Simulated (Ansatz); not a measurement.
# MgO (zincblende) under strain

MgO in the zincblende structure, relaxed with r2SCAN in the PAW code Ansatz. Space group F-43m (No. 216), cubic; conventional cell a = 4.564 Å, 11.88 Å³ an atom. Mg is surrounded by 4 O at 1.98 Å; O is surrounded by 4 Mg at 1.98 Å.

The axes x, y and z are those of this cell:
```xyz
2
Lattice="0.0000 2.2820 2.2820 2.2820 0.0000 2.2820 2.2820 2.2820 0.0000" Properties=species:S:1:pos:R:3 pbc="T T T"
Mg    0.0000    0.0000    0.0000
O     1.1410    1.1410    1.1410
```

Unstrained: With PBE the gap is 3.657 eV and direct, at Γ. r2SCAN gives a direct gap of 4.336 eV at Γ. With HSE06 the gap is 5.268 eV and direct, at Γ. Meshes: PBE 10×10×10, r2SCAN 10×10×10, HSE06 6×6×6. Strains are changes of length per length. After each strain the atoms were relaxed again with r2SCAN within the symmetry that the strain leaves, so tilts or polar shifts that break it weren't tested; points keep the names that they have in the unstrained zone. (Calculated; spin-unpolarised; the phase may be known or hypothetical.)

Changes of the least gap in eV (an overlap counts as a negative gap):

| strain | volume change (%) | space group | PBE | r2SCAN | HSE06 | energy rise, r2SCAN (meV/atom) |
| --- | --- | --- | --- | --- | --- | --- |
| uniaxial +1.79 % along [111] | +1.8 | R3m | -0.135 | -0.141 | -0.146 | 2.8 |
| uniaxial +4.52 % along z | +4.5 | I-4m2 | -0.295 | -0.310 | -0.317 | 11.6 |
| epitaxial +2.56 % in the xy plane, free normal strain -3.97 % | +1.0 | I-4m2 | -0.148 | -0.152 | -0.160 | 4.5 |

Uniaxial +1.79 % along [111], other directions held. HSE06: the gap goes from 5.268 to 5.122 eV (-0.146 eV); with r2SCAN the top three valence levels at Γ, degenerate before, become 2+1 from the top over 95 meV. Stress change with r2SCAN, compression positive: xx -2.16, yy -2.16, zz -2.16, xy -1.06, xz -1.06, yz -1.06 GPa.

Uniaxial +4.52 % along z, other directions held. PBE: the gap goes from 3.657 to 3.362 eV (-0.295 eV); least and direct gap lie within 0.04 eV, so its kind isn't settled. r2SCAN: the gap goes from 4.336 to 4.026 eV (-0.310 eV); least and direct gap lie within 0.04 eV, so its kind isn't settled. HSE06: the gap goes from 5.268 to 4.951 eV (-0.317 eV); with r2SCAN the top three valence levels at Γ, degenerate before, become 2+1 from the top over 102 meV. Stress change with r2SCAN, compression positive: xx -4.31, yy -4.31, zz -6.94 GPa.

Epitaxial +2.56 % in the xy plane, free normal strain -3.97 %. HSE06: the gap goes from 5.268 to 5.108 eV (-0.160 eV); with r2SCAN the top three valence levels at Γ, degenerate before, become 1+2 from the top over 118 meV. Stress change with r2SCAN, compression positive: xx -2.23, yy -2.23, zz -0.02 GPa.

The meshes of the hybrids are coarse, so their gaps aren't converged to the digits shown.

The splittings at Γ are without spin-orbit coupling, which regroups them where it is of like size or larger.
